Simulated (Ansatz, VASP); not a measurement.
One calculation of V, two programs

```xyz
1
Lattice="-1.5441 1.5441 1.5441 1.5441 -1.5441 1.5441 1.5441 1.5441 -1.5441" Properties=species:S:1:pos:R:3 pbc="T T T"
V     0.0000    0.0000    0.0000
```

Change from the starting cell: volume scaled by 1.06.

Alike in both runs: task single point; functional PBEsol; k mesh 12 × 12 × 12; occupations fermi-dirac, width 0.05 eV; collinear spin.

```csv
,VASP,Ansatz
version,VASP 6.6.1,Ansatz 0.2.0
potentials or method,"VASP PAW PBE potentials, release 64 (V_sv), cutoff 520 eV","all-electron LAPW, scalar-relativistic"
```

Ansatz gave:

| Property | Result |
| --- | --- |
| gap on the k mesh at the Fermi level (eV) | none |
| pressure (GPa) | -19.7 |
| net moment per atom (μB) | 0.00 |

Estimate VASP's values.

gap on the k mesh at the Fermi level (eV): none; pressure (GPa): -19.5; net moment per atom (μB): 0.00.

A gap of «none» marks a metal or a gap that the smearing closes. Ansatz ran all-electron here, so the differences hold the error of VASP's frozen core and of both bases.

Caveats: so large a pressure means that the cell lies far from this level's equilibrium, or that cutoff or potentials fall short (VASP); the potentials were made for another functional, which shifts forces and pressure (VASP); the starting moments weren't kept (Ansatz).
